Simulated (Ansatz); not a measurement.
**A convergence test on CdTe (F-43m): wavefunction cutoff**

Aim: see how gap, energy and time of CdTe (F-43m) follow the wavefunction cutoff.

Program: Ansatz 0.2.0. Level of theory: DFT, PBE, plane waves, PAW. Results are calculated unless marked as measured.

## (1) The starting structure

It takes space group F-43m (No. 216, cubic). Conventional cell: a = 6.480 Å, b = 6.480 Å, c = 6.480 Å, α = 90.00°, β = 90.00°, γ = 90.00°. Nearest to Cd lie 4 Te at 2.81 Å. Te has 4 Cd at 2.81 Å nearest. Farther neighbours and most contacts between anions are not listed.

The cell and positions come from the Crystallography Open Database and are kept as given unless a step says otherwise. Spin-orbit coupling is left out unless a step names it. The default PAW set here is soft_1. Its files were made with PBE.

## (2) Wavefunction cutoff: 190 eV

The input, input.yaml:

```yaml
crystal:
  lattice:
    - [0.0, 3.24, 3.24]
    - [3.24, 0.0, 3.24]
    - [3.24, 3.24, 0.0]
  atoms:
    - { symbol: Cd, position: [0.0, 0.0, 0.0] }
    - { symbol: Te, position: [0.25, 0.25, 0.25] }
kpoints:
  mp_grid: { grid: [6, 6, 6] }
  band_path:
    path:
      - [0.0, 0.0, 0.0]
      - [-0.5, -0.5, 0.0]
      - [-0.375, -0.375, 0.25]
      - [-0.375, 0.0, 0.375]
      - [0.0, 0.0, 0.5]
      - [-0.5, -0.25, 0.25]
    npoints: 1
hamiltonian:
  xc: pbe
  pseudopotentials: { kind: paw, azcp: { folder: "./paw" } }
scf:
  occupations: { method: fermi_dirac, width: 0.02 }
  n_extra_bands: 4
  max_iter: 80
output:
  eigenvalues: true
basis:
  ecutwfc: 190.0
```

On the command line:

```console
ansatz run input.yaml --threads 3 --pin off --max-ram 92160MiB --backend cuda --events-out ev --progress --plain --runs-dir out --devices 1 --max-vram 13GiB
```

Numbers of over 12 decimals in the logs are rounded to 6 here.

The log of the run:

```text
Warning: basis.ecutwfc = 190 eV is below the records' recommended 420 eV, and the density's cutoff is lower with it unless basis.ecutrho_ratio is high enough to keep the records' density cutoff: compare with a run at a higher cutoff
scf.n_extra_bands = 4 over 18 filled bands (N_el = 36.0): the run solves 22 bands
GPUs: using 1 of 1 available (devices: 1).
Engine: ansatz 0.2.0, x86_64-unknown-linux-gnu
Pseudopotentials: kind: paw
Pseudopotential: Cd, paw, valence charge 20, recommended cutoff 420 eV (normal), <dir>
Pseudopotential: Te, paw, valence charge 16, recommended cutoff 420 eV (normal), <dir>
Functional definition: PBE
  parameter kappa = 0.804
  parameter beta = 0.066725
  exchange = pbe_x(kappa = kappa, mu = beta*pi^2/3)
  correlation = pbe_c(beta = beta)
device memory: the entry about to start is reckoned to put 0.7 GiB on a device that reports 58.4 GiB free (of which the cap on the GPU budget leaves the run 13.0 GiB)
GPU FFT provider: cuFFT
GPU libraries: cuBLAS 13.8.2, cuFFT 12.4.0, cuSOLVER 12.3.4
Crystal: 2 atoms, lattice volume = 68.024 Å³
Basis set: ecut = 190 eV, 411 PW (Γ)
Bands: 22, of which v1, the nominal top of the filled ones, is band 18 counted from 1 (17 counted from 0)
Symmetry: 24 space group operations
Space group: F-43m (ITA 216), of the structure as read, at distance tolerance 4.1e-5 Å
k-points: 16 of 216 (time reversal used)
Non-local potential: Cd, projectors of the file, l = 0: 3, l = 1: 2, l = 2: 2, l = 3: 1
Non-local potential: Te, projectors of the file, l = 0: 2, l = 1: 2, l = 2: 2, l = 3: 1
PAW form: soft (Blöchl's): semilocal exchange-correlation on the pseudo side does not see the compensation charge
PAW one-centre angular grid: Cd, 590 points (default); XC on 64 Gauss nodes
PAW one-centre angular grid: Te, 590 points (default); XC on 64 Gauss nodes
Initial density: superposition of atomic densities (chi_scale 0.1, normalization cell, long waves kept (reshape's long-wave potential 0.00 eV rms))
Initial wavefunctions: pseudopotential atomic-orbital guess
GPU buffer pool allocated for 13824 grid points (all kernels)
GPU transforms: local potential and band sums: pruned to the plane-wave sphere, on 24×24×24
Functional: x = pbe(κ = 0.804, μ = 0.219515), c = pbe(β = 0.066725)
SCF iter   1: F=—  HF=-15216.059487 eV  |F-HF|=—  |Δ(HF+E_count)|=         —  Δρ=8.75e-2  dr2=2.69e0  ethr=3.10e-3  ⟨swp⟩=6.3  Hψ=1555  notcnv=0
preconditioner: auto → none  [insulator: Δε(μ)=0.380 eV  Ē_g=11.323 eV  σ=0.020 eV  W_gap=1.00  n_scr=14 (ndim 8)  ℏωp=19.1 eV  f_vac=0.161  D(μ)=0.00/eV (n_scr^D=0)  ε∞_Penn≈3.8]
SCF iter   2: F=—  HF=-15214.071707 eV  |F-HF|=—  |Δ(HF+E_count)|=    1.99e0  Δρ=2.18e-2  dr2=1.79e-1  ethr=3.10e-3  ⟨swp⟩=2.5  Hψ=842  notcnv=0
SCF iter   3: F=—  HF=-15214.001025 eV  |F-HF|=—  |Δ(HF+E_count)|=   7.07e-2  Δρ=8.02e-3  dr2=2.28e-2  ethr=4.97e-4  ⟨swp⟩=2.3  Hψ=761  notcnv=0
SCF iter   4: F=—  HF=-15214.000716 eV  |F-HF|=—  |Δ(HF+E_count)|=   3.08e-4  Δρ=2.10e-3  dr2=5.15e-3  ethr=6.33e-5  ⟨swp⟩=2.9  Hψ=690  notcnv=0
SCF iter   5: F=—  HF=-15213.998821 eV  |F-HF|=—  |Δ(HF+E_count)|=   1.90e-3  Δρ=5.64e-4  dr2=1.32e-4  ethr=1.43e-5  ⟨swp⟩=2.4  Hψ=696  notcnv=0
SCF iter   6: F=—  HF=-15213.998995 eV  |F-HF|=—  |Δ(HF+E_count)|=   1.74e-4  Δρ=3.19e-5  dr2=4.66e-7  ethr=3.67e-7  ⟨swp⟩=2.2  Hψ=475  notcnv=0
SCF iter   7: F=—  HF=-15213.999524 eV  |F-HF|=—  |Δ(HF+E_count)|=   5.29e-4  Δρ=5.40e-6  dr2=1.42e-8  ethr=2.78e-10  ⟨swp⟩=3.9  Hψ=1131  notcnv=0
SCF iter   8: F=-15213.999524 eV  HF=-15213.999524 eV  |F-HF|=1.16e-10  |Δ(HF+E_count)|=  3.82e-10  Δρ=8.99e-7  dr2=4.24e-10  ethr=3.96e-11  ⟨swp⟩=1.0  Hψ=992  notcnv=0
SCF 1 converged in 8 iterations: F = -15213.999524 eV  dr2 = 4.24e-10
[...]
device memory: the entry about to start is reckoned to put 0.8 GiB on a device that reports 57.2 GiB free (of which the cap on the GPU budget leaves the run 13.0 GiB)
NSCF: frozen V_eff on 6 k-points
SCF converged after 8 iterations
Free energy (F): -15213.999524 eV
Harris-Foulkes:  -15213.999524 eV  (|F-HF|=1.16e-10)
Internal energy: -15213.999524 eV  (E = F + TS)
E sigma→0 (E₀):  -15213.999524 eV
Fermi energy:    7.696308 eV
--- Per-component energies (eV) ---
  E_band       = -845.854574
  E_kinetic    = 677.919274
  E_local      = -5761.638461  (includes V_loc(G=0)·N_el)
  E_nonlocal   = 152.347742
  E_hartree    = 2684.494040
  E_xc         = -290.023694
  E_vxc        = -312.025732  (∫ρ·V_xc dr)
  E_paw        = -8765.086735  (= ΣΔE_a)
  E_vpaw       = -971.458161  (= ΣTr[D̂ρ^β])
  E_aug_tail   = 0.012597  (compensation charges beyond the density's cutoff)
  E_ewald      = -3912.024287
  E_smearing   = -0.000000  (= −TS)
  E_closure    = 0.000000  (closes the sum)
  Σ components = -15213.999524   (vs F -15213.999524, Δ=0.00e0)
--- Band table (eV; the first three rows and the last of 16) ---
  k-point 0: bands = [... 14 lower, -1.8392, 7.3952, 7.3952, 7.3952, 7.9754, 12.3207, 12.3207, 12.3207]
  k-point 1: bands = [... 14 lower, -1.5473, 5.6415, 7.2384, 7.2384, 9.2169, 12.3576, 12.6767, 12.6767]
  k-point 2: bands = [... 14 lower, -1.5941, 3.8296, 6.8905, 6.8905, 9.3243, 12.9136, 12.9136, 13.7521]
  k-point 15: bands = [... 14 lower, -1.0106, 3.3064, 5.2887, 5.4398, 11.2418, 11.3405, 14.2559, 14.5970]
```

The job ended after 14 s (1 × NVIDIA H100 80GB HBM3 (shared by 6 runs) with 3 threads of AMD EPYC 7R13 (Zen 3), shared host; peak memory 0.89 GiB).

In the SCF lines HF is the Harris–Foulkes energy and dr2 the Hartree energy of the density residual, in eV; the loop may stop once dr2 is under the threshold and the program's other checks hold. Hψ counts applications of the Hamiltonian.

Numbers from this step:

```yaml
gap: 0.5801 eV
valence_top_at: Γ
conduction_bottom_at: Γ
least_direct_gap: 0.5801 eV
```

The gap is direct, at Γ.

## (3) Wavefunction cutoff: 290 eV

input.yaml, as its differences from that of step 2:

```diff
@@ -23,3 +23,3 @@
 scf:
-  occupations: { method: fermi_dirac, width: 0.02 }
+  occupations: { method: fixed }
   n_extra_bands: 4
@@ -29,2 +29,2 @@
 basis:
-  ecutwfc: 190.0
+  ecutwfc: 290.0
```

The log of the run:

```text
[...]
GPUs: using 1 of 1 available (devices: 1).
[...]
GPU FFT provider: cuFFT
GPU libraries: cuBLAS 13.8.2, cuFFT 12.4.0, cuSOLVER 12.3.4
Crystal: 2 atoms, lattice volume = 68.024 Å³
Basis set: ecut = 290 eV, 749 PW (Γ)
Bands: 22, of which v1, the nominal top of the filled ones, is band 18 counted from 1 (17 counted from 0)
[... 1 set-up line as in the run before ...]
[...]
Fermi energy:    7.464741 eV
[...]
--- Band table (eV; the first three rows and the last of 16) ---
  k-point 0: bands = [... 14 lower, -0.5974, 7.4647, 7.4647, 7.4647, 8.2273, 12.0949, 12.0949, 12.0949]
  k-point 1: bands = [... 14 lower, -0.6026, 5.7218, 7.2343, 7.2343, 9.3182, 12.1984, 12.4313, 12.4313]
  k-point 2: bands = [... 14 lower, -0.4958, 3.8811, 6.8514, 6.8514, 9.3924, 12.7133, 12.7133, 13.7269]
  k-point 15: bands = [... 14 lower, -0.0441, 3.2469, 5.2501, 5.3449, 11.1848, 11.2600, 14.1640, 14.4656]
[key lines of the parts left out:]
SCF converged after 7 iterations
Free energy (F): -15235.261062 eV
```

The job ended after 13 s (1 × NVIDIA H100 80GB HBM3 (shared by 6 runs) with 3 threads; peak memory 0.88 GiB; 2.7 s of CPU time).

Numbers from this step:

```yaml
gap: 0.7626 eV
valence_top_at: Γ
conduction_bottom_at: Γ
least_direct_gap: 0.7626 eV
```

The gap is 0.763 eV, +0.182 eV from the run before at this level.

## (4) Wavefunction cutoff: 420 eV (the default)

input.yaml, the sections that differ from step 3:

```yaml
kpoints:
  mp_grid: { grid: [6, 6, 6] }
  band_path:
    path:
      - [[0.0, 0.0, 0.0], [-0.5, -0.5, 0.0], [-0.375, -0.375, 0.25]]
      - [[-0.375, 0.0, 0.375], [0.0, 0.0, 0.0], [0.0, 0.0, 0.5], [-0.5, -0.25, 0.25], [-0.5, -0.5, 0.0]]
    npoints: 10
scf:
  occupations: { method: fermi_dirac, width: 0.02 }
  n_extra_bands: 4
output:
  eigenvalues: true
  write_density: true
  write_potential: true
  elf: true
  volumetric_format: npy
# crystal, hamiltonian: as in step 3
# basis: removed
```

The log of the run:

```text
[...]
GPUs: using 1 of 1 available (devices: 1).
[...]
GPU FFT provider: cuFFT
GPU libraries: cuBLAS 13.8.2, cuFFT 12.4.0, cuSOLVER 12.3.4
Crystal: 2 atoms, lattice volume = 68.024 Å³
Basis set: ecut = 420 eV, 1363 PW (Γ)
Bands: 22, of which v1, the nominal top of the filled ones, is band 18 counted from 1 (17 counted from 0)
[... 1 set-up line as in the run before ...]
[...]
Fermi energy:    7.857116 eV
[...]
--- Band table (eV; the first three rows and the last of 16) ---
  k-point 0: bands = [... 14 lower, -0.5605, 7.4608, 7.4608, 7.4608, 8.2315, 12.0777, 12.0777, 12.0777]
  k-point 1: bands = [... 14 lower, -0.5616, 5.7263, 7.2331, 7.2331, 9.3199, 12.1928, 12.4162, 12.4162]
  k-point 2: bands = [... 14 lower, -0.4578, 3.8833, 6.8520, 6.8520, 9.3927, 12.7029, 12.7029, 13.7219]
  k-point 15: bands = [... 14 lower, -0.0069, 3.2455, 5.2505, 5.3428, 11.1786, 11.2574, 14.1561, 14.4546]
[key lines of the parts left out:]
SCF converged after 7 iterations
Free energy (F): -15235.467136 eV
```

Wall time 17 s (1 × NVIDIA H100 80GB HBM3 (shared by 6 runs) with 3 threads); peak memory 0.95 GiB.

Numbers from this step:

* gap: 0.7707 eV
* valence top at: Γ
* conduction bottom at: Γ
* least direct gap: 0.7707 eV

The gap is 0.771 eV, +0.008 eV from the run before at this level.

## (5) Wavefunction cutoff: 630 eV

input.yaml, the sections that differ from step 4:

```yaml
kpoints:
  mp_grid: { grid: [6, 6, 6] }
  band_path:
    path:
      - [0.0, 0.0, 0.0]
      - [-0.5, -0.5, 0.0]
      - [-0.375, -0.375, 0.25]
      - [-0.375, 0.0, 0.375]
      - [0.0, 0.0, 0.5]
      - [-0.5, -0.25, 0.25]
    npoints: 1
scf:
  occupations: { method: fixed }
  n_extra_bands: 4
  max_iter: 80
basis:
  ecutwfc: 630.0
# crystal, hamiltonian, output: as in step 4
```

The log of the run:

```text
[...]
GPUs: using 1 of 1 available (devices: 1).
[...]
GPU FFT provider: cuFFT
GPU libraries: cuBLAS 13.8.2, cuFFT 12.4.0, cuSOLVER 12.3.4
Crystal: 2 atoms, lattice volume = 68.024 Å³
Basis set: ecut = 630 eV, 2421 PW (Γ)
Bands: 22, of which v1, the nominal top of the filled ones, is band 18 counted from 1 (17 counted from 0)
[... 1 set-up line as in the run before ...]
[...]
Fermi energy:    7.460436 eV
[...]
--- Band table (eV; the first three rows and the last of 16) ---
  k-point 0: bands = [... 14 lower, -0.5618, 7.4604, 7.4604, 7.4604, 8.2315, 12.0775, 12.0775, 12.0775]
  k-point 1: bands = [... 14 lower, -0.5630, 5.7261, 7.2328, 7.2328, 9.3198, 12.1924, 12.4159, 12.4159]
  k-point 2: bands = [... 14 lower, -0.4590, 3.8832, 6.8518, 6.8518, 9.3925, 12.7026, 12.7026, 13.7215]
  k-point 15: bands = [... 14 lower, -0.0082, 3.2456, 5.2503, 5.3427, 11.1784, 11.2570, 14.1555, 14.4540]
[key lines of the parts left out:]
SCF converged after 7 iterations
Free energy (F): -15235.469461 eV
```

It took 13 s on 1 × NVIDIA H100 80GB HBM3 (shared by 6 runs) with 3 threads; peak memory 0.93 GiB; 3.3 s of CPU time.

Numbers from this step:

| Quantity | Value |
| --- | --- |
| gap | 0.7710 eV |
| valence top at | Γ |
| conduction bottom at | Γ |
| least direct gap | 0.7710 eV |

The gap is 0.771 eV, as in the run before at this level.

## (6) The series

Differences are against the last row; a negative gap means that bands overlap, and a run with a band path holds that path's time. Times are wall times on 1 × NVIDIA H100 80GB HBM3 (shared by 6 runs) with 3 threads of AMD EPYC 7R13 (Zen 3), shared host, good to a factor of about two.

```tsv
wavefunction cutoff	gap (eV)	direct gap (eV)	gap error (eV)	energy error (meV/atom)	irreducible k	time
190 eV	0.580	0.580	−0.191	+10735.0	16	14 s
290 eV	0.763	0.763	−0.008	+104.2	16	13 s
420 eV	0.771	0.771	−0.0003	+1.2	16	17 s
630 eV	0.771	0.771	+0.000	+0.0	16	13 s
```

## (7) What came out

```yaml
190_ev: 0.580 eV
290_ev: 0.763 eV
420_ev: 0.771 eV
630_ev: 0.771 eV
```

The gap holds to 0.02 eV from 290 eV on. At 190 eV the gap is off by −0.191 eV and the energy by +10735 meV/atom.

[Paths, hosts, dates, memory and timing lines, banners, echoed tables and standing remarks are left out of the program output.]

[Logs are printed without paths, hosts, clocks, repeated set-up lines and the standing remarks that a program may print on its own settings, such as how far it seeks lower states.]

[Runs of the session that timed out or met a known fault of the program may be left out.]

[Cells called generated may have been cut or substituted from an entry of the Crystallography Open Database or the Materials Project.]

[Hosts, paths, dates, database ids (printed as entryN), source tags and the programs' standing remarks are cut or masked in the printed files.]
